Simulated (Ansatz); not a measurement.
Input of an Ansatz 0.2.0 run:

Contents of input.yaml:

```yaml
crystal:
  lattice:
    - [3.9998, 0.0, 0.0]
    - [0.0, 3.9998, 0.0]
    - [0.0, 0.0, 4.018]
  atoms:
    - { symbol: Ba, position: [0.0, 0.0, 0.0] }
    - { symbol: Ti, position: [0.5, 0.5, 0.49] }
    - { symbol: O, position: [0.0, 0.5, 0.517] }
    - { symbol: O, position: [0.5, 0.0, 0.517] }
    - { symbol: O, position: [0.5, 0.5, 0.019] }
hamiltonian:
  xc: pbe
  pseudopotentials: { kind: paw }
kpoints:
  mp_grid: { grid: [7, 7, 7] }
scf:
  occupations: { method: fermi_dirac, width: 0.05 }
output:
  forces: true
  stress: true
  eigenvalues: true
relax:
  f_tol: 0.01
  max_steps: 40
  cell: { stress_tol: 0.05 }
```

Potentials or basis: Ansatz PAW.

The run is started by

```sh
$ ansatz run input.yaml --threads 2 --pin off --max-ram 5632MiB --backend cpu --events-out ev --progress --plain --runs-dir out
```

Q: Estimate the space group after relaxing (to 0.05 Å).

A: P4mm (No. 99).

Q: Predict the relaxed cell.

A: a = 3.986 Å, b = 3.986 Å, c = 4.198 Å, α = 90.00°, β = 90.00°, γ = 90.00°.

Q: Estimate the relaxed volume.

A: 13.34 Å³/atom.

Q: Predict the band gap on the k mesh.

A: 1.94 eV, indirect (least direct gap 2.39 eV).

The path:
```tsv
step	energy change (eV)	largest force (eV/Å)	volume (Å³)
1	0.0000	0.3106	64.28
2	-0.0081	0.3192	65.43
3	-0.0101	0.2742	65.39
4	-0.0176	0.2862	65.33
5	-0.0244	0.2459	66.57
6	-0.0300	0.0201	66.11
7	-0.0301	0.0261	66.24
8	-0.0298	0.0039	66.37
9	-0.0403	0.0039	66.37
10	-0.0402	0.0017	66.64
11	-0.0400	0.0009	66.71
12	-0.0413	0.0007	66.71
```

Caveat: odd divisions of the mesh miss points on the zone boundary, where band edges often lie, so the gap on the mesh can be too wide; the plane-wave basis is chosen anew once the cell has moved, so the energies of steps on either side of that aren't comparable; the pressure holds a Pulay correction of +0.5 GPa for the finite cutoff; spin-orbit coupling is left out, which moves the levels of the heavy elements. PBE usually gives volumes a little too large and moduli too small.
